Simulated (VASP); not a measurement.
# InAs (F-43m) in VASP: settings compared

One crystal, InAs, is run at these levels: PBE+D3, PBE+D3(BJ), PBE+D4; tasks: relaxation of cell and atoms.

Program: VASP 6.6.1. These are calculated values, not measurements. Logs are shortened: lines on timing, memory, paths and dates and some standing lists are left out, and cuts for length are marked.

## (1) The crystal as given

It takes space group F-43m (No. 216, cubic). Conventional cell: a = 6.036 Å, b = 6.036 Å, c = 6.036 Å, α = 90.00°, β = 90.00°, γ = 90.00°. In (site symmetry -43m) has 4 As at 2.61 Å as nearest neighbours. As (site symmetry -43m) has 4 In at 2.61 Å as nearest neighbours.

## (2) Relaxation of cell and atoms, PBE+D3

Input file INCAR:

```
PREC     = Accurate       # precision mode
ENCUT    = 600            # plane-wave cutoff, eV
EDIFF    = 1E-6           # SCF threshold, eV
ISMEAR   = -1             # smearing method
SIGMA    = 0.05           # smearing width, eV
LREAL    = F              # projectors in reciprocal space
LASPH    = T              # aspherical terms in the spheres
NELM     = 100            # most SCF steps
ALGO     = Normal         # electronic algorithm
ISIF     = 3              # what is computed and relaxed
LWAVE    = F              # write WAVECAR
LCHARG   = F              # write CHGCAR
GGA      = PE             # functional
IVDW     = 11             # dispersion correction
IBRION   = 2              # ionic algorithm
NSW      = 40             # ionic steps
EDIFFG   = -0.02          # ionic threshold
```

Input file KPOINTS:

```
regular mesh
0
Gamma
  8 8 8
```

Input file POSCAR:

```
InAs
1.0
    0.0000000000      3.0180000000      3.0180000000
    3.0180000000      0.0000000000      3.0180000000
    3.0180000000      3.0180000000      0.0000000000
In As
1 1
Direct
    0.0000000000      0.0000000000      0.0000000000
    0.7500000000      0.7500000000      0.7500000000
```

Potentials or basis: VASP PAW PBE potentials, release 64 (In_d, As).

The run is started by

```console
> cat potpaw_PBE.64/In_d/POTCAR potpaw_PBE.64/As/POTCAR > POTCAR
> mpirun -np 1 vasp_std > vasp.out
```

OUTCAR:

```text
PREC = Accurate
   ENCUT = 600
   EDIFF = 1E-6
   ISMEAR = -1
   LREAL = F
   LASPH = T
   NELM = 100
   ISIF = 3
   GGA = PE
   IVDW = 11
   IBRION = 2
   NSW = 40
   EDIFFG = -0.02
 IVDW          = 11

 ion  position               nearest neighbor table
   1  0.000  0.000  0.000-   2 2.61   2 2.61   2 2.61   2 2.61
   2  0.750  0.750  0.750-   1 2.61   1 2.61   1 2.61   1 2.61

  LATTYP: Found a face centered cubic cell.
 ALAT       =     6.0360000000

  Lattice vectors:

 A1 = (   0.0000000000,   3.0180000000,   3.0180000000)
 A2 = (   3.0180000000,   0.0000000000,   3.0180000000)
 A3 = (   3.0180000000,   3.0180000000,   0.0000000000)

Analysis of symmetry for initial positions (statically):
=====================================================================
 Subroutine PRICEL returns:
 Original cell was already a primitive cell.

 Routine SETGRP: Setting up the symmetry group for a
 face centered cubic supercell.

 Subroutine GETGRP returns: Found 24 space group operations
 (whereof 24 operations were pure point group operations)
 out of a pool of 48 trial point group operations.

The static configuration has the point symmetry T_d .

Analysis of symmetry for dynamics (positions and initial velocities):
=====================================================================
 Subroutine PRICEL returns:
 Original cell was already a primitive cell.

 Routine SETGRP: Setting up the symmetry group for a
 face centered cubic supercell.

 Subroutine GETGRP returns: Found 24 space group operations
 (whereof 24 operations were pure point group operations)
 out of a pool of 48 trial point group operations.

The dynamic configuration has the point symmetry T_d .

 Subroutine INISYM returns: Found 24 space group operations
 (whereof 24 operations are pure point group operations),
 and found     1 'primitive' translations

----------------------------------------------------------------------------------------

                                     Primitive cell

  volume of cell :      54.9778

  direct lattice vectors                    reciprocal lattice vectors
     0.000000000  3.018000000  3.018000000    -0.165672631  0.165672631  0.165672631
     3.018000000  0.000000000  3.018000000     0.165672631 -0.165672631  0.165672631
     3.018000000  3.018000000  0.000000000     0.165672631  0.165672631 -0.165672631

  length of vectors
     4.268096531  4.268096531  4.268096531     0.286953414  0.286953414  0.286953414

  position of ions in fractional coordinates (direct lattice)
     0.000000000  0.000000000  0.000000000
     0.750000000  0.750000000  0.750000000

  ion indices of the primitive-cell ions
   primitive index   ion index
                 1           1
                 2           2

----------------------------------------------------------------------------------------

 KPOINTS: regular mesh

Automatic generation of k-mesh.
 Grid dimensions read from file:
 generate k-points for:    8    8    8

 Generating k-lattice:

  Cartesian coordinates                     Fractional coordinates (reciprocal lattice)
    -0.020709079  0.020709079  0.020709079     0.125000000  0.000000000  0.000000000
     0.020709079 -0.020709079  0.020709079     0.000000000  0.125000000  0.000000000
     0.020709079  0.020709079 -0.020709079     0.000000000  0.000000000  0.125000000

  Length of vectors
     0.035869177  0.035869177  0.035869177

  Shift w.r.t. Gamma in fractional coordinates (k-lattice)
     0.000000000  0.000000000  0.000000000

 Subroutine IBZKPT returns following result:
 ===========================================

 Found     29 irreducible k-points:

 Following reciprocal coordinates:
            Coordinates               Weight
  0.000000  0.000000  0.000000      1.000000
  0.125000  0.000000  0.000000      8.000000
  0.250000  0.000000  0.000000      8.000000
  0.375000  0.000000  0.000000      8.000000
  0.500000  0.000000  0.000000      4.000000
  0.125000  0.125000  0.000000      6.000000
[... 16 lines left out ...]
  0.500000  0.250000  0.125000     48.000000
 -0.375000  0.250000  0.125000     24.000000
 [... further k-points ...]
   k-points           NKPTS =     29   k-points in BZ     NKDIM =     29   number of bands    NBANDS=     13
   number of dos      NEDOS =    301   number of ions     NIONS =      2
   total plane-waves  NPLWV =  46656
   dimension x,y,z NGX =    36 NGY =   36 NGZ =   36
   dimension x,y,z NGXF=    72 NGYF=   72 NGZF=   72
   ions per type =               1   1
   NGX,Y,Z   is equivalent  to a cutoff of  14.02, 14.02, 14.02 a.u.
   NGXF,Y,Z  is equivalent  to a cutoff of  28.04, 28.04, 28.04 a.u.
 SYSTEM =  unknown system
   PREC   = accura    normal or accurate (medium, high low for compatibility)
   ISTART =      0    job   : 0-new  1-cont  2-samecut
   ICHARG =      2    charge: 1-file 2-atom 10-const
   ISPIN  =      1    spin polarized calculation?
   LNONCOLLINEAR =      F non collinear calculations
   LSORBIT =      F    spin-orbit coupling
   LASPH  =      T    aspherical Exc in radial PAW
   ENCUT  =  600.0 eV  44.10 Ry    6.64 a.u.   8.52  8.52  8.52*2*pi/ulx,y,z
   NELM   =    100;   NELMIN=  2; NELMDL= -5     # of ELM steps
   EDIFF  = 0.1E-05   stopping-criterion for ELM
   LREAL  =      F    real-space projection
   EDIFFG = -.2E-01   stopping-criterion for IOM
   NSW    =     40    number of steps for IOM
   IBRION =      2    ionic relax: 0-MD 1-quasi-New 2-CG
   NFREE  =      1    steps in history (QN), initial steepest desc. (CG)
   ISIF   =      3    stress and relaxation
   ISYM   =      2    0-nonsym 1-usesym 2-fastsym
   POTIM  = 0.5000    time-step for ionic-motion
   TEBEG  =    0.0;   TEEND  =   0.0 temperature during run
   PSTRESS=    0.0 pullay stress
   NELECT =      18.0000    total number of electrons
   NUPDOWN=      -1.0000    fix difference up-down
   EMIN   =  10.00;   EMAX   =-10.00  energy-range for DOS
   EFERMI =   0.00;   METHOD = LEGACY
   ISMEAR =    -1;   SIGMA  =   0.05  broadening in eV -4-tet -1-fermi 0-gaus
   EFERMI_NEDOS =   21; number of points for ismear=-14 and -15
   IALGO  =     38    algorithm
   IMIX   =      4    mixing-type and parameters
     AMIX     =   0.40;   BMIX     =  1.00
     AMIX_MAG =   1.60;   BMIX_MAG =  1.00
  volume/ion in A,a.u.               =      27.49       185.50
  Fermi-wavevector in a.u.,A,eV,Ry     =   1.128331  2.132236 17.321990  1.273130
  Thomas-Fermi vector in A             =   2.265020
   LORBIT       =      0    0 simple, 1 ext, 2 COOP (PROOUT), +10 PAW based schemes
   GGA     = PE    functional components
   LHFCALC =     F    Hartree Fock is set to
   AEXX    =    0.0000 exact exchange contribution
   IVDW    =    11    specifies the selected vdW correction
   LEPSILON=     F    determine dielectric tensor
   LRPA    =     F    only Hartree local field effects (RPA)
 conjugate gradient relaxation of ions
 non-spin polarized calculation
  energy-cutoff  :      600.00
  volume of cell :       54.98
 maximum number of plane-waves:      1856
 NGX is ok and might be reduce to    36
   NGX = 17   NGY = 17   NGZ = 17

--------------------------------------- Ionic step        1  -------------------------------------------

 number of electron      18.0000003 magnetization

 Free energy of the ion-electron system (eV)
  ---------------------------------------------------
  ext. energy  EPLUGINS =         0.00000000
  ---------------------------------------------------
  free energy    TOTEN  =        -7.66166963 eV

  energy without entropy =       -7.66112199  energy(sigma->0) =       -7.66139581

 E-fermi :   4.6124     XC(G=0):  -9.1165

 val. band max:        4.5641317817   @ k =   0.0000   0.0000   0.0000
 cond. band min:       5.5325054994   @ k =   0.5000   0.0000   0.0000
 fundamental gap:      0.9683737178
 Fermi energy:         4.6123771979

 k-point     1 :       0.0000    0.0000    0.0000
  band No.  band energies     occupation
      1      -9.8397      2.00000
      2      -9.8397      2.00000
      3      -9.8397      2.00000
      4      -9.7115      2.00000
      5      -9.7115      2.00000
      6      -7.3327      2.00000
      7       4.3965      1.97370
      8       4.5641      1.44821
      9       4.5641      1.44821
     10       4.5641      1.44821
     11       8.4735      0.00000
     12       8.4735      0.00000
     13       8.4735      0.00000

 k-point     2 :       0.1250    0.0000    0.0000
  band No.  band energies     occupation
      1      -9.8602      2.00000
      2      -9.8337      2.00000
      3      -9.8337      2.00000
      4      -9.7116      2.00000
      5      -9.7116      2.00000
      6      -7.1696      2.00000
      7       2.6839      2.00000
      8       4.3702      1.98437
      9       4.3702      1.98437
     10       5.6844      0.00000
     11       8.6317      0.00000
     12       8.7556      0.00000
     13       8.7556      0.00000
[... 409 lines left out ...]
 VOLUME and BASIS-vectors are now :
 -----------------------------------------------------------------------------
  energy-cutoff  :      600.00
  volume of cell :       59.17
      direct lattice vectors                 reciprocal lattice vectors
    -0.000000000  3.092756965  3.092756965    -0.161668054  0.161668054  0.161668054
     3.092756965 -0.000000000  3.092756965     0.161668054 -0.161668054  0.161668054
     3.092756965  3.092756965 -0.000000000     0.161668054  0.161668054 -0.161668054

 POSITION                                       TOTAL-FORCE (eV/Angst)
 -----------------------------------------------------------------------------------
      3.09276      3.09276      6.18551         0.000000      0.000000      0.000000
      4.63914      4.63914      4.63914        -0.000000     -0.000000     -0.000000
 -----------------------------------------------------------------------------------
    total drift:                                0.000000      0.000000      0.000000

  FREE ENERGIE OF THE ION-ELECTRON SYSTEM (eV)
  ---------------------------------------------------
  free  energy   TOTEN  =        -8.1319728197 eV

  energy  without entropy=       -8.1313819931  energy(sigma->0) =       -8.13167741

--------------------------------------- Ionic step        3  -------------------------------------------

 number of electron      17.9999998 magnetization

 Free energy of the ion-electron system (eV)
  ---------------------------------------------------
  ext. energy  EPLUGINS =         0.00000000
  ---------------------------------------------------
  free energy    TOTEN  =        -7.71077919 eV

  energy without entropy =       -7.71020444  energy(sigma->0) =       -7.71049182

 E-fermi :   4.1127     XC(G=0):  -8.8948

 val. band max:        4.0613861616   @ k =   0.0000   0.0000   0.0000
 cond. band min:       4.9207832528   @ k =   0.5000   0.0000   0.0000
 fundamental gap:      0.8593970912
 Fermi energy:         4.1126609063

 k-point     1 :       0.0000    0.0000    0.0000
  band No.  band energies     occupation
      1     -10.2458      2.00000
      2     -10.2458      2.00000
      3     -10.2458      2.00000
      4     -10.1378      2.00000
      5     -10.1378      2.00000
      6      -7.5166      2.00000
      7       3.6346      1.99986
      8       4.0614      1.47208
      9       4.0614      1.47208
     10       4.0614      1.47208
     11       7.9464      0.00000
     12       7.9464      0.00000
     13       7.9464      0.00000

 k-point     2 :       0.1250    0.0000    0.0000
  band No.  band energies     occupation
      1     -10.2621      2.00000
      2     -10.2409      2.00000
      3     -10.2409      2.00000
      4     -10.1379      2.00000
      5     -10.1379      2.00000
      6      -7.3682      2.00000
      7       2.1440      2.00000
      8       3.8835      1.97974
      9       3.8835      1.97974
     10       5.0232      0.00000
     11       8.0664      0.00000
     12       8.2106      0.00000
     13       8.2106      0.00000
[... 369 lines left out ...]
 VOLUME and BASIS-vectors are now :
 -----------------------------------------------------------------------------
  energy-cutoff  :      600.00
  volume of cell :       57.84
      direct lattice vectors                 reciprocal lattice vectors
    -0.000000000  3.069525439  3.069525439    -0.162891629  0.162891629  0.162891629
     3.069525439 -0.000000000  3.069525439     0.162891629 -0.162891629  0.162891629
     3.069525439  3.069525439 -0.000000000     0.162891629  0.162891629 -0.162891629

 POSITION                                       TOTAL-FORCE (eV/Angst)
 -----------------------------------------------------------------------------------
      0.00000      0.00000     -0.00000        -0.000000     -0.000000     -0.000000
      4.60429      4.60429      4.60429         0.000000      0.000000      0.000000
 -----------------------------------------------------------------------------------
    total drift:                                0.000000      0.000000      0.000000

  FREE ENERGIE OF THE ION-ELECTRON SYSTEM (eV)
  ---------------------------------------------------
  free  energy   TOTEN  =        -8.1366472931 eV

  energy  without entropy=       -8.1360725453  energy(sigma->0) =       -8.13635992

 reached required accuracy - stopping structural energy minimisation
```

Run time: 50 s. Hardware: 1 thread of AMD EPYC 9R14 (Zen 4), shared host; peak memory 0.2 GiB.

Results:

```
Free energy                            : -8.1366 eV
Relaxed volume                         : 28.92 Å³/atom
Relaxed cell                           : a = 4.341 Å, b = 4.341 Å, c = 4.341 Å, α = 60.00°, β = 60.00°, γ = 60.00°
Space group after relaxing (to 0.05 Å) : F-43m (No. 216)
Energy gained by relaxing              : 12.8 meV/atom
Ionic steps                            : 3
Pressure after relaxing                : 0.0 GPa
Band gap on the k mesh                 : none (metal or under the smearing width)
Dispersion energy per atom             : -0.213 eV
```

The path:
| step | energy change (eV) | largest force (eV/Å) | pressure (GPa) | volume (Å³) |
| --- | --- | --- | --- | --- |
| 1 | 0.0000 | 0.0000 | 2.99 | 54.98 |
| 2 | -0.0208 | 0.0000 | -1.14 | 59.17 |
| 3 | -0.0255 | 0.0000 | 0.02 | 57.84 |

Final structure:
```
In As
1.0
     0.00000    3.06953    3.06953
     3.06953    0.00000    3.06953
     3.06953    3.06953    0.00000
In As
1 1
Direct
  0.00000 0.00000 0.00000
  0.75000 0.75000 0.75000
```

Caveat: pairwise dispersion overbinds metals, which lowers pressure and volume; this crystal is a semiconductor, whose small gap the functional closes, so the metal is an error of the method.

(Part 1 of 2 ends here.)
